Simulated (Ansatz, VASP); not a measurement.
# Bi: VASP beside Ansatz

Contents of POSCAR:

```
Bi
1.0
    0.0000000000      2.4352890250      2.4352890250
    2.4352890250      0.0000000000      2.4352890250
    2.4352890250      2.4352890250      0.0000000000
Bi
1
Direct
    0.0000000000      0.0000000000      0.0000000000
```

File INCAR.step1:

```
SYSTEM = Bi
  ALGO = Normal
  EDIFF = 1E-4
  ENCUT = 520
  GGA = PE
  ISMEAR = -1
  LASPH = .TRUE.
  LCHARG = .FALSE.
  LREAL = .FALSE.
  LWAVE = .TRUE.
  NBANDS = 14
  NELM = 80
  PREC = Accurate
  SIGMA = 0.1
```

Contents of INCAR.step2:

```
SYSTEM = Bi
  ALGO = Normal
  EDIFF = 1E-7
  ENCUT = 520
  ISIF = 2
  ISMEAR = -1
  ISTART = 1
  LASPH = .TRUE.
  LCHARG = .TRUE.
  LELF = .TRUE.
  LMIXTAU = .TRUE.
  LREAL = .FALSE.
  LVHAR = .TRUE.
  LWAVE = .FALSE.
  METAGGA = R2SCAN
  NBANDS = 14
  NELM = 80
  PREC = Accurate
  SIGMA = 0.1
```

Contents of KPOINTS:

```
k-points
0
G
  12 12 12
  0 0 0
```

Input for Ansatz:

```yaml
crystal:
  lattice:
    - [0.0, 2.435289025, 2.435289025]
    - [2.435289025, 0.0, 2.435289025]
    - [2.435289025, 2.435289025, 0.0]
  atoms:
    - { symbol: Bi, position: [0.0, 0.0, 0.0] }
hamiltonian:
  xc: r2scan
  pseudopotentials:
    kind: paw
    azcp:
      Bi: "pseudopotentials/Bi.paw.azcp"
basis:
  ecutwfc: 500
  fft_grid_basis: typed
kpoints:
  mp_grid: { grid: [12, 12, 12], shift: [0, 0, 0] }
magnetization:
  spin_polarized: false
scf:
  occupations: { method: fermi_dirac, width: 0.1 }
  lower_state_search: "off"
output:
  stress: true
  write_density: true
  write_potential: true
  elf: true
  volumetric_format: npy
```

Alike in both runs: task single point; functional r2SCAN; k mesh 12 × 12 × 12; occupations fermi-dirac, width 0.1 eV; no spin polarisation.

|  | VASP | Ansatz |
| --- | --- | --- |
| version | VASP 6.6.1 | Ansatz 0.2.0 |
| potentials or method | VASP PAW PBE potentials, release 64 (Bi_d) | plane waves (500 eV) with PAW, scalar-relativistic |
| plane-wave cutoff (eV) | 520 | 500 |
| valence electrons in the cell | 15 | 15 |

```tsv
	VASP	Ansatz	Ansatz less VASP
pressure (GPa)	5.3	5.3	+0.01
```

The functional is the same, so the differences come from potentials, cutoffs and numerics.

Caveats: the PAW data sets were made with another functional, which shifts forces and pressure a little (VASP).
